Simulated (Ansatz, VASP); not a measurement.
BaTiO3 in VASP and in Ansatz

File INCAR:

```
  PREC = Accurate
  ENCUT = 520
  EDIFF = 1E-6
  ISMEAR = 0
  SIGMA = 0.02
  LREAL = F
  LASPH = T
  NELM = 80
  ALGO = Normal
  ISIF = 2
  LWAVE = F
  LCHARG = F
  GGA = PE
  NBANDS = 28
```

Contents of KPOINTS:

```
regular mesh
0
Gamma
  6 6 6
```

POSCAR

```
BaTiO3
1.0
    2.8276681575      1.6325549719      2.3177316080
   -2.8276681575      1.6325549719      2.3177316080
    0.0000000000     -3.2651099438      2.3177316080
Ba Ti O
1 1 3
Direct
    0.0000000000      0.0000000000      0.0000000000
    0.5140000000      0.5140000000      0.5140000000
    0.4916000000      0.4916000000      0.9815000000
    0.4916000000      0.9815000000      0.4916000000
    0.9815000000      0.4916000000      0.4916000000
```

Input for Ansatz:

```yaml
crystal:
  lattice:
    - [2.8276681575, 1.6325549719, 2.317731608]
    - [-2.8276681575, 1.6325549719, 2.317731608]
    - [0.0, -3.2651099438, 2.317731608]
  atoms:
    - { symbol: Ba, position: [0.0, 0.0, 0.0] }
    - { symbol: Ti, position: [0.514, 0.514, 0.514] }
    - { symbol: O, position: [0.4916, 0.4916, 0.9815] }
    - { symbol: O, position: [0.4916, 0.9815, 0.4916] }
    - { symbol: O, position: [0.9815, 0.4916, 0.4916] }
basis: {}
kpoints:
  mp_grid: { grid: [6, 6, 6] }
hamiltonian:
  xc: pbe
  pseudopotentials: { kind: paw, source: ansatz }
scf:
  occupations: { method: gaussian, width: 0.02 }
output:
  forces: true
  stress: true
  eigenvalues: true
```

Alike in both runs: task single point; functional PBE; k mesh 6 × 6 × 6; occupations gaussian, width 0.02 eV; no spin polarisation.

```csv
,VASP,Ansatz
version,VASP 6.6.1,Ansatz 0.2.0
potentials or method,"VASP PAW PBE potentials, release 64 (Ba_sv, Ti_sv, O)","scalar-relativistic, plane waves, PAW (harder set)"
plane-wave cutoff (eV),520,930
valence electrons in the cell,40,40
```

```csv
,VASP,Ansatz,Ansatz less VASP
gap on the k mesh at the Fermi level (eV),2.35,2.40,+0.049
least direct gap on the mesh (eV),2.74,2.75,+0.011
pressure (GPa),6.8,5.0,-1.82
largest component of the traceless stress (GPa),0.22,0.18,-0.047
rms of the force components (eV/Å),0.103,0.085,-0.0180
```

Atom by atom the forces differ by 0.029 eV/Å (rms over components).

Caveats: spin-orbit coupling is left out, which moves the levels of the heavy elements. A k mesh can miss the band edges. Expect the measured gap to be larger: semilocal functionals such as PBE lack the derivative discontinuity.
